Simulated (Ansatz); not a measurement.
**KCl (rocksalt) under strain**

KCl (rocksalt), relaxed with r2SCAN in Ansatz. It is cubic, Fm-3m (No. 225); conventional cell a = 6.290 Å, 31.10 Å³ an atom. K is surrounded by 6 Cl at 3.14 Å; Cl is surrounded by 6 K at 3.14 Å.

The axes x, y and z are those of this cell:
```
CELL_PARAMETERS angstrom
0.00000 3.14485 3.14485
3.14485 0.00000 3.14485
3.14485 3.14485 0.00000
ATOMIC_POSITIONS crystal
K 0.00000 0.00000 0.00000
Cl 0.50000 0.50000 0.50000
```

Unstrained: PBE gives a direct gap of 5.194 eV at Γ. The r2SCAN gap is direct at Γ: 5.831 eV. HSE06 gives a direct gap of 6.505 eV at Γ. Meshes: PBE 8×8×8, r2SCAN 8×8×8, HSE06 6×6×6. Strains are changes of length per length, and xy shears are angles. After each strain the atoms were relaxed again with r2SCAN within the symmetry that the strain leaves, so tilts or polar shifts that break it weren't tested; points keep the names that they have in the unstrained zone. No spin polarisation and no zero-point or thermal motion.

Changes of the least gap in eV (an overlap counts as a negative gap):
```tsv
strain	volume change (%)	space group	PBE	r2SCAN	HSE06	G0W0@PBE (mesh)	energy rise, r2SCAN (meV/atom)
epitaxial -3.0 % in the xy plane, free normal strain +0.86 %	-5.1	I4/mmm	+0.168	+0.169	+0.181	+0.14	10.4
xy shear, engineering strain (angle) +0.5 %	0.0	Immm	-0.004	-0.005	-0.005	-0.01	0.0
epitaxial +3.0 % in the xy plane, free normal strain -0.67 %	+5.4	I4/mmm	-0.191	-0.198	-0.202	-0.17	7.4
isotropic -0.5 % on every length	-1.5	Fm-3m	+0.053	+0.054	+0.056	+0.05	0.5
uniaxial -2.5 % along z	-2.5	I4/mmm	+0.073	+0.072	+0.080	+0.06	3.3
```
Unstrained, G0W0@PBE with 259 empty bands, a screening cutoff of 150 eV and a 4×4×4 mesh gives 7.95 eV on its mesh; the band count follows the volume. No extrapolation in bands, cutoff or mesh was made for G0W0.

Epitaxial -3.0 % in the xy plane, free normal strain +0.86 %. HSE06: the gap goes from 6.505 to 6.686 eV (+0.181 eV); with r2SCAN the top three valence levels at Γ, degenerate before, become 2+1 from the top over 39 meV. Stress change with r2SCAN, compression positive: xx +1.90, yy +1.90, zz -0.04 GPa.

Xy shear, engineering strain (angle) +0.5 %. HSE06: the gap goes from 6.505 to 6.500 eV (-0.005 eV). Stress change with r2SCAN, compression positive: xx 0.00, yy 0.00, zz 0.00, xy -0.03 GPa.

Epitaxial +3.0 % in the xy plane, free normal strain -0.67 %. HSE06: the gap goes from 6.505 to 6.303 eV (-0.202 eV); with r2SCAN the top three valence levels at Γ, degenerate before, become 1+2 from the top over 20 meV. Stress change with r2SCAN, compression positive: xx -1.22, yy -1.22, zz -0.03 GPa.

Isotropic -0.5 % on every length. HSE06: the gap goes from 6.505 to 6.561 eV (+0.056 eV). Stress change with r2SCAN, compression positive: xx +0.30, yy +0.30, zz +0.30 GPa. For HSE06, dE_g/d ln V = -3.7 eV over this step.

Uniaxial -2.5 % along z, other directions held. HSE06: the gap goes from 6.505 to 6.585 eV (+0.080 eV); with r2SCAN the top three valence levels at Γ, degenerate before, become 1+2 from the top over 24 meV. Stress change with r2SCAN, compression positive: xx +0.15, yy +0.15, zz +1.38 GPa.

The meshes of the hybrids are coarse, so their gaps aren't converged to the digits shown.

The splittings at Γ are without spin-orbit coupling, which regroups them where it is of like size or larger.
